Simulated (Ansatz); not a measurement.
Stackings of close-packed layers of NaI (capitals for Na, lower case for the other element), each relaxed to a stress under 0.05 GPa; energies count from the stacking AcBaCb (Fm-3m).

The calculation used DFT PBEsol, scalar-relativistic, plane waves, PAW in Ansatz 0.2.0.

Plane waves to 420 eV, a k mesh through Γ of 6×6×3 on the computed 4-atom cell and Gaussian smearing (0.02 eV); no spin polarisation.

Start (AbAc):

```yaml
crystal:
  lattice:
    - [4.52640, 0.00000, 0.00000]
    - [-2.26320, 3.91998, 0.00000]
    - [0.00000, 0.00000, 7.39066]
  atoms:
    - { symbol: Na, position: [0.00000, 0.00000, 0.00000] }
    - { symbol: I, position: [0.33333, 0.66667, 0.25000] }
    - { symbol: Na, position: [0.00000, 0.00000, 0.50000] }
    - { symbol: I, position: [0.66667, 0.33333, 0.75000] }
```

Relax it.

The free energy falls by 3 meV/atom.

- excess energy (meV/atom): 11.2
- spacing of like layers (Å): 3.807
- a (Å): 4.460
- gap on the mesh (eV): 3.51

Relaxed structure:
```yaml
crystal:
  lattice:
    - [4.45957, 0.00000, 0.00000]
    - [-2.22978, 3.86210, 0.00000]
    - [0.00000, 0.00000, 7.61394]
  atoms:
    - { symbol: Na, position: [0.00000, 0.00000, 0.00000] }
    - { symbol: I, position: [0.33333, 0.66667, 0.25000] }
    - { symbol: Na, position: [0.00000, 0.00000, 0.50000] }
    - { symbol: I, position: [0.66667, 0.33333, 0.75000] }
```

Spin-orbit coupling is left out, which matters for the bands of heavy elements. An odd mesh misses points on the zone edge, so a gap read on it can be too wide.

It took 14 s on 1 thread of Intel(R) Xeon(R) Platinum 8259CL CPU @ 2.50GHz (Skylake/Cascade Lake) (shared host), peak memory 0.53 GiB.